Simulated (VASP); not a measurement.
CuI (Marshite):

```
Cu I
1.0
     0.00000    3.03150    3.03150
     3.03150    0.00000    3.03150
     3.03150    3.03150    0.00000
Cu I
1 1
Direct
  0.25000 0.25000 0.25000
  0.00000 0.00000 0.00000
```

| Quantity | Value |
| --- | --- |
| Program | VASP 6.6.1 |
| Task | relaxation of cell and atoms |
| Functional | PBEsol |
| Potentials or basis | VASP PAW PBE potentials, release 64 (Cu, I) |
| Cutoff | 600 eV |
| k mesh | 8 × 8 × 8 |
| Occupations | gaussian, width 0.03 eV |
| Spin | no spin polarisation |

At the start: pressure -2.5 GPa; volume 27.86 Å³/atom.

**Question.** Where does the relaxation end?

**Answer.** Over 3 steps the energy falls by 13.3 meV/atom and the volume is 26.28 Å³/atom (-5.7 %); space group F-43m (No. 216, to 0.05 Å).

The path:
```csv
step,energy change (eV),largest force (eV/Å),pressure (GPa),volume (Å³)
1,0.0000,0.0000,-2.46,55.72
2,-0.0265,0.0000,0.23,52.34
3,-0.0266,0.0000,-0.06,52.56
```

Final structure:
```yaml
crystal:
  lattice:
    - [0.00000, 2.97300, 2.97300]
    - [2.97300, 0.00000, 2.97300]
    - [2.97300, 2.97300, 0.00000]
  atoms:
    - { symbol: Cu, position: [0.25000, 0.25000, 0.25000] }
    - { symbol: I, position: [0.00000, 0.00000, 0.00000] }
```

Caveat: the PAW data sets were made with another functional, which shifts forces and pressure a little.
